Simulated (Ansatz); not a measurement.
# Pt: a line through a two-coordinate scan

Aim: follow the energy of Pt (Fm-3m, No. 225; 1 atom in the cell) along one coordinate, volume per atom, with the other held at c/a of the conventional cell = 0.857.

The COD entry's cell or inner coordinates are ideal or old and differ from later refinements, so a difference from it is no clean test against experiment.

Method: DFT LDA, scalar-relativistic, plane waves, PAW, in Ansatz 0.2.0.

26 further runs of the same task are left out: 26 set aside as unsound or not needed.

### Step 1. The starting structure

Symmetry: Fm-3m, No. 225, cubic system. Conventional cell: a = 3.894 Å, b = 3.894 Å, c = 3.894 Å, α = 90.00°, β = 90.00°, γ = 90.00°. Pt (site symmetry m-3m) has 12 Pt at 2.75 Å as nearest neighbours.

As a file:

```xyz
1
Lattice="0.0000 1.9468 1.9468 1.9468 0.0000 1.9468 1.9468 1.9468 0.0000" Properties=species:S:1:pos:R:3 pbc="T T T"
Pt    0.0000    0.0000    0.0000
```

It is the result of an earlier relaxation at this level (volume 14.76 Å³/atom; gap on the mesh: none (metal)).

### Step 2. The scan

The energy is mapped over volume and the cell's shape.

First coordinate, volume per atom: 7 values from 12.98 to 16.53 Å³. Second coordinate, c/a of the conventional cell: 9 values from 0.629 to 1.167.

Nothing else is relaxed (symmetry fixes all fractional coordinates). Energies count from the relaxed crystal. Points are written as (first, second).

### Step 3. The run at (12.98 Å³, 0.857)

input.yaml

```yaml
crystal:
  lattice:
    - [0.0, 1.9640864756, 1.6830257009]
    - [1.9640864756, 0.0, 1.6830257009]
    - [1.9640864756, 1.9640864756, 0.0]
  atoms:
    - { symbol: Pt, position: [0.0, 0.0, 0.0] }
basis:
  ecutwfc: 420
kpoints:
  mp_grid: { grid: [22, 22, 22] }
hamiltonian:
  xc: lda
  pseudopotentials: { kind: paw, azcp: { folder: soft_1 } }
scf:
  occupations: { method: gaussian, width: 0.15 }
output:
  forces: true
  stress: true
  eigenvalues: true
```

Launch:

```bash
ansatz run input.yaml --threads 1 --pin off --max-ram 2048MiB --backend cpu --events-out ev --progress --plain --runs-dir out
```

The log of the run, cut to the lines that bear on the results:

```text
Warning: <dir> the record states the generating functional pbe (its physics header spells it `PBE`), which answers neither for hamiltonian.xc's functional nor for the lda family's — results may be inconsistent (PPs are generated against a specific XC)
Warning: RAYON_NUM_THREADS=1 ignored (pool sized by the plan → 1); use --threads N
[...]
Pseudopotentials: kind: paw
Pseudopotential: Pt, paw, valence charge 18, recommended cutoff 420 eV (normal), <dir>
Functional definition: SPW92
[...]
Crystal: 1 atoms, lattice volume = 12.985 Å³
Basis set: ecut = 420 eV, 257 PW (Γ)
Bands: 13, of which v1, the nominal top of the filled ones, is band 9 counted from 1 (8 counted from 0)
Symmetry: 16 space group operations
Space group: I4/mmm (ITA 139), of the structure as read, at distance tolerance 2.4e-5 Å
k-points: 834 of 10648
[...]
SCF iter   1: F=—  HF=-12246.284457 eV  |F-HF|=—  |Δ(HF+E_count)|=         —  Δρ=9.45e-2  dr2=9.06e-1  ethr=3.10e-3  ⟨swp⟩=5.0  Hψ=55370  notcnv=0
[...]
SCF iter   7: F=-12245.948839 eV  HF=-12245.948839 eV  |F-HF|=7.46e-11  |Δ(HF+E_count)|=   1.00e-9  Δρ=1.63e-6  dr2=1.48e-10  ethr=1.18e-10  ⟨swp⟩=2.0  Hψ=34253  notcnv=0
[...]
SCF converged after 7 iterations
Free energy (F): -12245.948839 eV
[...]
E sigma→0 (E₀):  -12245.942194 eV
Entropy (-TS):   -0.013290 eV (-13.290 meV/atom)
Fermi energy:    27.901150 eV
[...]
--- Forces (eV/Å), atoms counted from 1 ---
  atom   1  Pt     0.00000000     0.00000000     0.00000000
[...]
--- Stress (GPa, compression-positive) ---
       53.040169       0.000000       0.000000
        0.000000      53.040169       0.000000
        0.000000       0.000000      65.505035
  P = ⅓ Tr σ = 57.1951 GPa (571.951 kbar)
--- Band table (eV; the first three rows and the last of 834) ---
  k-point 0: bands = ["-71.2299", "-24.9274", "-24.9274", "-24.9125", "15.9844", "22.7307", "22.7307", "24.6049", "24.6825", "26.8936", "42.6348", "46.2690", "46.2690"]
[...]
```

Wall time 4.7 s (1 thread of Intel Xeon 6975P-C (Granite Rapids), shared host); peak memory 0.43 GiB.

On the map this point reads 339 meV/atom.

### Step 4. Point (13.58 Å³, 0.857)

Changes to input.yaml since step 3:

```diff
@@ -2,5 +2,5 @@
   lattice:
-    - [0.0, 1.9640864756, 1.6830257009]
-    - [1.9640864756, 0.0, 1.6830257009]
-    - [1.9640864756, 1.9640864756, 0.0]
+    - [0.0, 1.9934433436, 1.7081816012]
+    - [1.9934433436, 0.0, 1.7081816012]
+    - [1.9934433436, 1.9934433436, 0.0]
   atoms:
```

Launch:

```bash
ansatz run input.yaml --threads 1 --pin off --max-ram 2048MiB --backend cpu --events-out ev --progress --plain --runs-dir out
```

The log of the run, cut to the lines that bear on the results:

```text
Warning: <dir> the record states the generating functional pbe (its physics header spells it `PBE`), which answers neither for hamiltonian.xc's functional nor for the lda family's — results may be inconsistent (PPs are generated against a specific XC)
Warning: RAYON_NUM_THREADS=1 ignored (pool sized by the plan → 1); use --threads N
[...]
[... 3 set-up lines as earlier in the session ...]
[...]
Crystal: 1 atoms, lattice volume = 13.576 Å³
Basis set: ecut = 420 eV, 273 PW (Γ)
Bands: 13, of which v1, the nominal top of the filled ones, is band 9 counted from 1 (8 counted from 0)
[... 2 set-up lines as earlier in the session ...]
k-points: 834 of 10648
[...]
SCF iter   1: F=—  HF=-12246.479613 eV  |F-HF|=—  |Δ(HF+E_count)|=         —  Δρ=9.47e-2  dr2=9.96e-1  ethr=3.10e-3  ⟨swp⟩=5.0  Hψ=55185  notcnv=0
[...]
SCF iter   7: F=-12246.115157 eV  HF=-12246.115157 eV  |F-HF|=8.37e-11  |Δ(HF+E_count)|=  3.67e-10  Δρ=1.41e-6  dr2=1.20e-10  ethr=3.23e-11  ⟨swp⟩=1.0  Hψ=31725  notcnv=0
[...]
SCF converged after 7 iterations
Free energy (F): -12246.115157 eV
[...]
E sigma→0 (E₀):  -12246.108055 eV
Entropy (-TS):   -0.014204 eV (-14.204 meV/atom)
Fermi energy:    26.339645 eV
[...]
--- Forces (eV/Å), atoms counted from 1 ---
  atom   1  Pt     0.00000000     0.00000000    -0.00000000
[...]
--- Stress (GPa, compression-positive) ---
       30.312611       0.000000       0.000000
        0.000000      30.312611       0.000000
        0.000000       0.000000      41.190931
  P = ⅓ Tr σ = 33.9387 GPa (339.387 kbar)
--- Band table (eV; the first three rows and the last of 834) ---
  k-point 0: bands = ["-72.6138", "-26.3500", "-26.3500", "-26.3382", "14.9588", "21.5135", "21.5135", "23.2650", "23.3560", "25.4047", "41.2370", "44.7296", "44.7296"]
[...]
```

It took 5.2 s on 1 thread of Intel Xeon 6975P-C (Granite Rapids), shared host; peak memory 0.46 GiB.

That is 173 meV/atom from the zero.

### Step 5. Grid point (14.76 Å³, 0.857)

Changes to input.yaml since step 4:

```diff
@@ -2,5 +2,5 @@
   lattice:
-    - [0.0, 1.9934433436, 1.7081816012]
-    - [1.9934433436, 0.0, 1.7081816012]
-    - [1.9934433436, 1.9934433436, 0.0]
+    - [0.0, 2.0496073001, 1.7563084954]
+    - [2.0496073001, 0.0, 1.7563084954]
+    - [2.0496073001, 2.0496073001, 0.0]
   atoms:
```

Launch:

```bash
ansatz run input.yaml --threads 1 --pin off --max-ram 2048MiB --backend cpu --events-out ev --progress --plain --runs-dir out
```

The log of the run, cut to the lines that bear on the results:

```text
[...]
SCF converged after 6 iterations
Free energy (F): -12246.236509 eV
[...]
E sigma→0 (E₀):  -12246.228435 eV
Entropy (-TS):   -0.016148 eV (-16.148 meV/atom)
Fermi energy:    23.596691 eV
[...]
--- Forces (eV/Å), atoms counted from 1 ---
  atom   1  Pt     0.00000000     0.00000000     0.00000000
[...]
--- Stress (GPa, compression-positive) ---
       -1.082569       0.000000       0.000000
        0.000000      -1.082569      -0.000000
        0.000000       0.000000       7.177434
  P = ⅓ Tr σ = 1.6708 GPa (16.708 kbar)
--- Band table (eV; the first three rows and the last of 834) ---
  k-point 0: bands = ["-75.0527", "-28.8466", "-28.8466", "-28.8399", "13.1738", "19.3589", "19.3589", "20.8995", "21.0092", "22.7827", "38.7332", "41.9693", "41.9693"]
[...]
```

Run time: 4.8 s. Hardware: 1 thread of Intel Xeon 6975P-C (Granite Rapids), shared host; peak memory 0.47 GiB.

Energy on the map's scale: 51 meV/atom.

### Step 6. Grid point (15.35 Å³, 0.857)

Changes to input.yaml since step 5:

```diff
@@ -2,5 +2,5 @@
   lattice:
-    - [0.0, 2.0496073001, 1.7563084954]
-    - [2.0496073001, 0.0, 1.7563084954]
-    - [2.0496073001, 2.0496073001, 0.0]
+    - [0.0, 2.076562555, 1.7794064534]
+    - [2.076562555, 0.0, 1.7794064534]
+    - [2.076562555, 2.076562555, 0.0]
   atoms:
```

Launch:

```bash
ansatz run input.yaml --threads 1 --pin off --max-ram 2048MiB --backend cpu --events-out ev --progress --plain --runs-dir out
```

The log of the run, cut to the lines that bear on the results:

```text
[...]
SCF converged after 6 iterations
Free energy (F): -12246.221557 eV
[...]
E sigma→0 (E₀):  -12246.212972 eV
Entropy (-TS):   -0.017171 eV (-17.171 meV/atom)
Fermi energy:    22.385180 eV
[...]
--- Forces (eV/Å), atoms counted from 1 ---
  atom   1  Pt     0.00000000     0.00000000    -0.00000000
[...]
--- Stress (GPa, compression-positive) ---
      -11.724425       0.000000       0.000000
        0.000000     -11.724425       0.000000
        0.000000       0.000000      -4.541409
  P = ⅓ Tr σ = -9.3301 GPa (-93.301 kbar)
--- Band table (eV; the first three rows and the last of 834) ---
  k-point 0: bands = ["-76.1322", "-29.9480", "-29.9480", "-29.9437", "12.3914", "18.4001", "18.4001", "19.8499", "19.9658", "21.6218", "37.6061", "40.7241", "40.7241"]
[...]
```

It took 5.4 s on 1 thread of Intel Xeon 6975P-C (Granite Rapids), shared host; peak memory 0.47 GiB.

That is 66 meV/atom from the zero.

### Step 7. The run at (15.94 Å³, 0.857)

Changes to input.yaml since step 6:

```diff
@@ -2,5 +2,5 @@
   lattice:
-    - [0.0, 2.076562555, 1.7794064534]
-    - [2.076562555, 0.0, 1.7794064534]
-    - [2.076562555, 2.076562555, 0.0]
+    - [0.0, 2.1028847815, 1.8019619693]
+    - [2.1028847815, 0.0, 1.8019619693]
+    - [2.1028847815, 2.1028847815, 0.0]
   atoms:
```

Launch:

```bash
ansatz run input.yaml --threads 1 --pin off --max-ram 2048MiB --backend cpu --events-out ev --progress --plain --runs-dir out
```

The log of the run, cut to the lines that bear on the results:

```text
Warning: <dir> the record states the generating functional pbe (its physics header spells it `PBE`), which answers neither for hamiltonian.xc's functional nor for the lda family's — results may be inconsistent (PPs are generated against a specific XC)
Warning: RAYON_NUM_THREADS=1 ignored (pool sized by the plan → 1); use --threads N
[...]
[... 3 set-up lines as earlier in the session ...]
[...]
Crystal: 1 atoms, lattice volume = 15.937 Å³
Basis set: ecut = 420 eV, 307 PW (Γ)
Bands: 13, of which v1, the nominal top of the filled ones, is band 9 counted from 1 (8 counted from 0)
[... 1 set-up line as earlier in the session ...]
Space group: I4/mmm (ITA 139), of the structure as read, at distance tolerance 2.5e-5 Å
k-points: 834 of 10648
[...]
SCF iter   1: F=—  HF=-12246.609204 eV  |F-HF|=—  |Δ(HF+E_count)|=         —  Δρ=9.22e-2  dr2=1.28e0  ethr=3.10e-3  ⟨swp⟩=4.8  Hψ=53395  notcnv=0
[...]
SCF iter   6: F=-12246.170725 eV  HF=-12246.170725 eV  |F-HF|=3.53e-9  |Δ(HF+E_count)|=   1.83e-7  Δρ=8.14e-6  dr2=4.64e-9  ethr=5.56e-10  ⟨swp⟩=2.9  Hψ=41893  notcnv=0
[...]
SCF converged after 6 iterations
Free energy (F): -12246.170725 eV
[...]
E sigma→0 (E₀):  -12246.161609 eV
Entropy (-TS):   -0.018231 eV (-18.231 meV/atom)
Fermi energy:    21.262912 eV
[...]
--- Forces (eV/Å), atoms counted from 1 ---
  atom   1  Pt     0.00000000    -0.00000000     0.00000000
[...]
--- Stress (GPa, compression-positive) ---
      -19.940865       0.000000       0.000000
        0.000000     -19.940865       0.000000
        0.000000       0.000000     -13.707342
  P = ⅓ Tr σ = -17.8630 GPa (-178.630 kbar)
--- Band table (eV; the first three rows and the last of 834) ---
  k-point 0: bands = ["-77.1330", "-30.9673", "-30.9673", "-30.9653", "11.6696", "17.5079", "17.5079", "18.8747", "18.9952", "20.5450", "36.5487", "39.5543", "39.5543"]
[...]
```

Run time: 5.3 s. Hardware: 1 thread of Intel Xeon 6975P-C (Granite Rapids), shared host; peak memory 0.49 GiB.

That is 117 meV/atom from the zero.

### Step 8. Changing settings: mp_grid.grid [11, 11, 11], ecutwfc left out

Changes to input.yaml since step 7:

```diff
@@ -7,6 +7,4 @@
     - { symbol: Pt, position: [0.0, 0.0, 0.0] }
-basis:
-  ecutwfc: 420
 kpoints:
-  mp_grid: { grid: [22, 22, 22] }
+  mp_grid: { grid: [11, 11, 11] }
 hamiltonian:
@@ -18,3 +16,3 @@
   forces: true
+  eigenvalues: true
   stress: true
-  eigenvalues: true
```

Launch:

```bash
ansatz run input.yaml --threads 1 --pin off --max-ram 2048MiB --backend cpu --events-out ev --progress --plain --runs-dir out
```

The log of the run, cut to the lines that bear on the results:

```text
Warning: <dir> the record states the generating functional pbe (its physics header spells it `PBE`), which answers neither for hamiltonian.xc's functional nor for the lda family's — results may be inconsistent (PPs are generated against a specific XC)
Warning: RAYON_NUM_THREADS=1 ignored (pool sized by the plan → 1); use --threads N
[...]
[... 3 set-up lines as earlier in the session ...]
[...]
Crystal: 1 atoms, lattice volume = 15.937 Å³
Basis set: ecut = 420 eV, 307 PW (Γ)
Bands: 13, of which v1, the nominal top of the filled ones, is band 9 counted from 1 (8 counted from 0)
[... 2 set-up lines as earlier in the session ...]
k-points: 126 of 1331
[...]
SCF iter   1: F=—  HF=-12246.609743 eV  |F-HF|=—  |Δ(HF+E_count)|=         —  Δρ=9.26e-2  dr2=1.29e0  ethr=3.10e-3  ⟨swp⟩=4.8  Hψ=8058  notcnv=0
[...]
SCF iter   6: F=-12246.166456 eV  HF=-12246.166456 eV  |F-HF|=6.22e-9  |Δ(HF+E_count)|=   7.85e-8  Δρ=7.63e-6  dr2=7.23e-9  ethr=5.56e-10  ⟨swp⟩=5.0  Hψ=7343  notcnv=0
[...]
SCF converged after 6 iterations
Free energy (F): -12246.166456 eV
[...]
E sigma→0 (E₀):  -12246.156218 eV
Entropy (-TS):   -0.020474 eV (-20.474 meV/atom)
Fermi energy:    21.225479 eV
[...]
--- Forces (eV/Å), atoms counted from 1 ---
  atom   1  Pt     0.00000000     0.00000000     0.00000000
[...]
--- Stress (GPa, compression-positive) ---
      -20.503248       0.000000       0.000000
        0.000000     -20.503248       0.000000
        0.000000       0.000000     -12.747929
  P = ⅓ Tr σ = -17.9181 GPa (-179.181 kbar)
--- Band table (eV; the first three rows and the last of 126) ---
  k-point 0: bands = ["-77.1446", "-30.9788", "-30.9788", "-30.9743", "11.6691", "17.5026", "17.5026", "18.8695", "18.9839", "20.5391", "36.5468", "39.5556", "39.5556"]
[...]
```

It took 0.81 s on 1 thread of Intel Xeon 6975P-C (Granite Rapids), shared host; peak memory 0.33 GiB.

| run | ending | energy change | pressure (GPa) | gap (eV) | force (eV/Å) | cycles | time |
| --- | --- | --- | --- | --- | --- | --- | --- |
| step 7 | converged | 0 | -17.9 | 0.00 | 0.00 | 6 | 5.3 s |
| variant | converged | +4.3 meV/atom | -17.9 | 0.00 | 0.00 | 6 | 0.81 s |

Changing the k-point mesh moves the energy by +4.3 meV/atom. The energy is not variational in the mesh, so the sign tells nothing. Cost: 0.81 s against 5.3 s. These settings are too coarse to quote as the system's properties.

### Step 9. The run at (16.53 Å³, 0.857)

Changes to input.yaml since step 7:

```diff
@@ -2,5 +2,5 @@
   lattice:
-    - [0.0, 2.1028847815, 1.8019619693]
-    - [2.1028847815, 0.0, 1.8019619693]
-    - [2.1028847815, 2.1028847815, 0.0]
+    - [0.0, 2.1285211156, 1.8239297439]
+    - [2.1285211156, 0.0, 1.8239297439]
+    - [2.1285211156, 2.1285211156, 0.0]
   atoms:
```

Launch:

```bash
ansatz run input.yaml --threads 1 --pin off --max-ram 2048MiB --backend cpu --events-out ev --progress --plain --runs-dir out
```

The log of the run, cut to the lines that bear on the results:

```text
[...]
SCF converged after 6 iterations
Free energy (F): -12246.092362 eV
[...]
E sigma→0 (E₀):  -12246.082713 eV
Entropy (-TS):   -0.019299 eV (-19.299 meV/atom)
Fermi energy:    20.224646 eV
[...]
--- Forces (eV/Å), atoms counted from 1 ---
  atom   1  Pt     0.00000000     0.00000000     0.00000000
[...]
--- Stress (GPa, compression-positive) ---
      -26.203976       0.000000       0.000000
        0.000000     -26.203976       0.000000
        0.000000       0.000000     -20.806185
  P = ⅓ Tr σ = -24.4047 GPa (-244.047 kbar)
--- Band table (eV; the first three rows and the last of 834) ---
  k-point 0: bands = ["-78.0592", "-31.9096", "-31.9095", "-31.9095", "11.0039", "16.6787", "16.6787", "17.9700", "18.0939", "19.5473", "35.5578", "38.4563", "38.4563"]
[...]
```

Wall time 5.3 s (1 thread of Intel Xeon 6975P-C (Granite Rapids), shared host); peak memory 0.49 GiB.

On the map this point reads 195 meV/atom.

### Step 10. The line in numbers

| volume per atom (Å³) | step | energy (meV/atom) | slope (meV/atom per Å³) | pressure (GPa) |
| --- | --- | --- | --- | --- |
| 12.98 | 3 | 339 | −357 | 57 |
| 13.58 | 4 | 173 | −212 | 34 |
| 14.17 | – | 82 | −99 | 16 |
| 14.76 | 5 | 51 | −10 | 2 |
| 15.35 | 6 | 66 | 58 | −9 |
| 15.94 | 7 | 117 | 111 | −18 |
| 16.53 | 9 | 195 | 152 | −24 |

Energies count from the relaxed crystal. Rows without a step come from runs not printed here or follow by symmetry. Slopes come from the forces (and the stress, where the cell changes), not from differences of energies.

| run | outcome |
| --- | --- |
| step 8, run with mp_grid.grid [11, 11, 11], ecutwfc left out (against step 7) | +4.3 meV/atom |

**Reading.** The lowest point of the line is at 14.76 Å³, 51 meV/atom from the zero. A fit to energies and slopes at the lowest point and its two neighbours puts the minimum at 14.836 Å³, with a curvature of about 130 meV/atom per (Å³)². V·d²E/dV² there is about 300 GPa, a bulk modulus under this line's constraint. The well is lopsided: two grid steps out, the energy rises by 121 meV/atom towards smaller values and 66 meV/atom towards larger ones. The highest point computed, at 12.98 Å³, lies 288 meV/atom above the lowest. This is one cut through a surface in two coordinates; the map's lowest point lies off it. Spin-orbit coupling is left out for Pt.
